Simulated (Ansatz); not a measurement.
**Thermal properties of NaH from its phonons**

Method: DFT PBE, scalar-relativistic, plane waves, PAW (Ansatz). Settings: 420 eV plane-wave cutoff, Γ-centred 6×6×6 mesh, fixed occupations. No spin polarisation. Phonons by linear response, acoustic sum rule imposed.

Relaxed structure:
```
Na H
1.0
     3.97247    0.00000    0.00000
    -1.98623    3.44026    0.00000
     0.00000    0.00000    4.87316
Na H
2 2
Cartesian
  0.0000 2.2935 1.2183
  1.9862 1.1468 3.6549
  0.0000 2.2935 3.6549
  1.9862 1.1468 1.2183
```

The cell was found from a structure generator's guess, not taken from experiment. The q mesh is coarse, so values between its points are rough.

Force constants from linear response on a 2×2×2 q mesh, interpolated to a fine mesh.

Phonon density of states, in bins of 20 cm⁻¹:
(bin centre (cm⁻¹), share of modes (%)): (10, 0.0), (30, 0.4), (50, 1.2), (70, 2.6), (90, 4.5), (110, 8.4), (130, 6.6), (150, 8.4), (170, 6.8), (190, 7.8), (210, 3.3), (230, 0.0), (250, 0.0), (270, 0.0), (290, 0.0), (310, 0.0), (330, 0.0), (350, 0.0), (370, 0.0), (390, 0.0), (410, 0.0), (430, 0.0), (450, 0.0), (470, 0.1), (490, 0.3), (510, 0.5), (530, 1.3), (550, 3.5), (570, 2.0), (590, 1.5), (610, 1.9), (630, 3.7), (650, 2.5), (670, 2.7), (690, 2.5), (710, 2.5), (730, 2.9), (750, 2.7), (770, 2.7), (790, 2.3), (810, 1.9), (830, 2.1), (850, 2.8), (870, 3.5), (890, 3.7), (910, 0.3)

Problem. How much zero-point energy does an atom carry?

Solution. 79.7 meV.

Problem. How large are the vibrational entropy and heat capacity at 300 K?

Solution. S = 2.45 k_B and C_V = 2.06 k_B per atom, 69 % of the Dulong–Petit value.

Problem. Tabulate them against temperature.

Solution.
```tsv
T (K)	F_vib (meV/atom)	S (k_B/atom)	C_V (k_B/atom)
100	77.3	0.77	1.08
200	66.5	1.70	1.63
300	48.5	2.45	2.06
400	24.6	3.08	2.35
500	-4.4	3.63	2.54
600	-37.8	4.11	2.66
700	-75.0	4.52	2.74
800	-115.6	4.89	2.80
900	-159.2	5.22	2.84
1000	-205.6	5.52	2.87
```
